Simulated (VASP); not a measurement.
**GaP: single point with PBE0(alpha)**

Crystal: GaP.

```
CELL_PARAMETERS angstrom
0.00000 2.72525 2.72525
2.72525 0.00000 2.72525
2.72525 2.72525 0.00000
ATOMIC_POSITIONS crystal
Ga 0.00000 0.00000 0.00000
P 0.75000 0.75000 0.75000
```

```
Program                            : VASP 6.6.1
Task                               : single point
Functional                         : PBE0(alpha)
Potentials or basis                : VASP PAW PBE potentials, release 64 (Ga_d, P)
Cutoff                             : 520 eV
k mesh                             : 4 × 4 × 4
Occupations                        : fermi-dirac, width 0.05 eV
Spin                               : no spin polarisation
Share of exact exchange            : 0.5
Grid for exact exchange (PRECFOCK) : Fast
Exchange at q = 0                  : truncated
Further INCAR settings             : ALGO = Normal; EDIFF = 1e-06; NBANDS = 16
```

- Pressure: -1.3 GPa
- Band gap on the k mesh: 4.45 eV, indirect (least direct gap 5.38 eV)

Levels at points of the mesh, in eV from the valence-band top:
```csv
k point,band 5,band 6,band 7,band 8,band 9,band 10,band 11,band 12,band 13,band 14
"(0.00, 0.00, 0.00)",-19.55,-15.17,0.00,0.00,0.00,5.38,7.20,7.20,7.20,12.46
"(0.50, 0.00, 0.00)",-19.55,-12.75,-7.90,-1.33,-1.33,4.91,8.07,8.07,11.74,14.99
"(0.50, 0.50, 0.00)",-19.54,-11.69,-7.96,-3.20,-3.20,4.45,4.85,15.13,15.13,15.55
```

Run time: 100 s on 1 thread of Intel(R) Xeon(R) Platinum 8488C (Sapphire Rapids) (shared host), peak memory 0.16 GiB.

Caveat: the k mesh is coarse (spacing up to 0.50 Å⁻¹), so the values aren't converged, least of all with exact exchange; the PAW data sets were made with another functional, which shifts forces and pressure a little. A k mesh can miss the band edges.
